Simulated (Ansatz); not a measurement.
Here is an Ansatz 0.2.0 calculation.

File run.py:

```python
import json

import ase.io
import numpy as np
import spglib

import ansatz as az

atoms = ase.io.read("Y.cif")
cell, frac, numbers = spglib.find_primitive((atoms.cell[:], atoms.get_scaled_positions(), atoms.numbers), symprec=1e-5)
atoms = ase.Atoms(numbers, cell=cell, scaled_positions=frac, pbc=True)

calculation = (
    az.Crystal.from_ase(atoms)
    .calculation()
    .kpoints(9, 9, 9)
    .functional("pbesol", dispersion="d3bj")
    .pseudopotentials(kind="paw", level="accurate")
    .hubbard(double_counting="fll")
    .hubbard("Y", "d", u_eff=6.2)
    .occupations(method="fermi_dirac", width=0.15)
    .eigensolver(kind="davidson")
    .populations()
    .bader_charges()
    .forces()
    .stress()
    .band_table(publish=True)
)
outcome = calculation.run(threads=2, events_out="events.jsonl")

report = outcome.report
for line in open("events.jsonl"):
    event = json.loads(line)
    if event["event"] == "scf_iter":
        d = event["data"]
        print(f"SCF {d['iter']:3d}  HF = {d['harris_foulkes_ev']:.6f} eV  dr2 = {d['dr2_ev']:.2e} eV")
    elif event["event"] in ("relax_step", "md_step"):
        d = event["data"]
        print(f"{event['event']} {d['step']:3d}  E = {d['lagrangian_ev']:.6f} eV")
np.set_printoptions(precision=5, suppress=True, linewidth=110)
print("converged:", report["converged"], "after", report["n_iterations"], "iterations")
print(f"free energy {report['free_energy_ev']:.6f} eV, Fermi level {report['fermi_energy_ev']:.4f} eV")
for key in ("band_edges_ev", "magnetization_mub", "site_moments_mub", "site_moments_nc_mub", "forces_ev_ang",
                "stress_gpa"):
    if report.get(key) is not None:
        print(key, np.array(report[key]), sep="\n")
```

Y.cif

```cif
data_Y
_cell_length_a 5.10398212
_cell_length_b 5.10398212
_cell_length_c 5.10398212
_cell_angle_alpha 90.00000000
_cell_angle_beta 90.00000000
_cell_angle_gamma 90.00000000
_space_group_name_H-M_alt 'Fm-3m'
_space_group_name_Hall '-F 4 2 3'
_space_group_IT_number 225
loop_
_space_group_symop_operation_xyz
'x,y,z'
'-x,-y,-z'
'-y,x,z'
'y,-x,-z'
'-x,-y,z'
'x,y,-z'
'y,-x,z'
'-y,x,-z'
'x,-y,-z'
'-x,y,z'
'-y,-x,-z'
'y,x,z'
'-x,y,-z'
'x,-y,z'
'y,x,-z'
'-y,-x,z'
'z,x,y'
'-z,-x,-y'
'z,-y,x'
'-z,y,-x'
'z,-x,-y'
'-z,x,y'
'z,y,-x'
'-z,-y,x'
'-z,x,-y'
'z,-x,y'
'-z,-y,-x'
'z,y,x'
'-z,-x,y'
'z,x,-y'
'-z,y,x'
'z,-y,-x'
'y,z,x'
'-y,-z,-x'
'x,z,-y'
'-x,-z,y'
'-y,z,-x'
'y,-z,x'
'-x,z,y'
'x,-z,-y'
'-y,-z,x'
'y,z,-x'
'-x,-z,-y'
'x,z,y'
'y,-z,-x'
'-y,z,x'
'x,-z,y'
'-x,z,-y'
'x,y+1/2,z+1/2'
'-x,-y+1/2,-z+1/2'
'-y,x+1/2,z+1/2'
'y,-x+1/2,-z+1/2'
'-x,-y+1/2,z+1/2'
'x,y+1/2,-z+1/2'
'y,-x+1/2,z+1/2'
'-y,x+1/2,-z+1/2'
'x,-y+1/2,-z+1/2'
'-x,y+1/2,z+1/2'
'-y,-x+1/2,-z+1/2'
'y,x+1/2,z+1/2'
[... 40 lines left out ...]
'-x+1/2,-y,z+1/2'
'x+1/2,y,-z+1/2'
'y+1/2,-x,z+1/2'
'-y+1/2,x,-z+1/2'
'x+1/2,-y,-z+1/2'
'-x+1/2,y,z+1/2'
'-y+1/2,-x,-z+1/2'
'y+1/2,x,z+1/2'
'-x+1/2,y,-z+1/2'
'x+1/2,-y,z+1/2'
'y+1/2,x,-z+1/2'
'-y+1/2,-x,z+1/2'
'z+1/2,x,y+1/2'
'-z+1/2,-x,-y+1/2'
'z+1/2,-y,x+1/2'
'-z+1/2,y,-x+1/2'
'z+1/2,-x,-y+1/2'
'-z+1/2,x,y+1/2'
'z+1/2,y,-x+1/2'
'-z+1/2,-y,x+1/2'
'-z+1/2,x,-y+1/2'
'z+1/2,-x,y+1/2'
'-z+1/2,-y,-x+1/2'
'z+1/2,y,x+1/2'
'-z+1/2,-x,y+1/2'
'z+1/2,x,-y+1/2'
'-z+1/2,y,x+1/2'
'z+1/2,-y,-x+1/2'
'y+1/2,z,x+1/2'
'-y+1/2,-z,-x+1/2'
'x+1/2,z,-y+1/2'
'-x+1/2,-z,y+1/2'
'-y+1/2,z,-x+1/2'
'y+1/2,-z,x+1/2'
'-x+1/2,z,y+1/2'
'x+1/2,-z,-y+1/2'
'-y+1/2,-z,x+1/2'
'y+1/2,z,-x+1/2'
'-x+1/2,-z,-y+1/2'
'x+1/2,z,y+1/2'
'y+1/2,-z,-x+1/2'
'-y+1/2,z,x+1/2'
'x+1/2,-z,y+1/2'
'-x+1/2,z,-y+1/2'
'x+1/2,y+1/2,z'
'-x+1/2,-y+1/2,-z'
'-y+1/2,x+1/2,z'
'y+1/2,-x+1/2,-z'
'-x+1/2,-y+1/2,z'
'x+1/2,y+1/2,-z'
'y+1/2,-x+1/2,z'
'-y+1/2,x+1/2,-z'
'x+1/2,-y+1/2,-z'
'-x+1/2,y+1/2,z'
'-y+1/2,-x+1/2,-z'
'y+1/2,x+1/2,z'
'-x+1/2,y+1/2,-z'
'x+1/2,-y+1/2,z'
'y+1/2,x+1/2,-z'
'-y+1/2,-x+1/2,z'
'z+1/2,x+1/2,y'
'-z+1/2,-x+1/2,-y'
'z+1/2,-y+1/2,x'
'-z+1/2,y+1/2,-x'
'z+1/2,-x+1/2,-y'
'-z+1/2,x+1/2,y'
'z+1/2,y+1/2,-x'
'-z+1/2,-y+1/2,x'
'-z+1/2,x+1/2,-y'
'z+1/2,-x+1/2,y'
'-z+1/2,-y+1/2,-x'
'z+1/2,y+1/2,x'
'-z+1/2,-x+1/2,y'
'z+1/2,x+1/2,-y'
'-z+1/2,y+1/2,x'
'z+1/2,-y+1/2,-x'
'y+1/2,z+1/2,x'
'-y+1/2,-z+1/2,-x'
'x+1/2,z+1/2,-y'
'-x+1/2,-z+1/2,y'
'-y+1/2,z+1/2,-x'
'y+1/2,-z+1/2,x'
'-x+1/2,z+1/2,y'
'x+1/2,-z+1/2,-y'
'-y+1/2,-z+1/2,x'
'y+1/2,z+1/2,-x'
'-x+1/2,-z+1/2,-y'
'x+1/2,z+1/2,y'
'y+1/2,-z+1/2,-x'
'-y+1/2,z+1/2,x'
'x+1/2,-z+1/2,y'
'-x+1/2,z+1/2,-y'
loop_
_atom_site_label
_atom_site_type_symbol
_atom_site_symmetry_multiplicity
_atom_site_Wyckoff_symbol
_atom_site_fract_x
_atom_site_fract_y
_atom_site_fract_z
_atom_site_occupancy
Y1 Y 4 a 0.0000000000 0.0000000000 0.0000000000 1
```

Potentials or basis: Ansatz PAW accurate.

Launch:

```console
$ python run.py
```

Q: Predict the pressure.

A: 10.1 GPa.

Q: Estimate the band gap on the k mesh.

A: None (metal or under the smearing width).

Eigenvalues of the final occupation matrices:
| site | spin | trace | eigenvalues |
| --- | --- | --- | --- |
| site 1 | 1 | 0.70 | 0.11 0.11 0.16 0.16 0.16 |

Caveat: U without spin polarisation on a metal has little footing; pairwise dispersion overbinds metals, which lowers pressure and volume; the U is typed as a test and isn't derived for this compound.
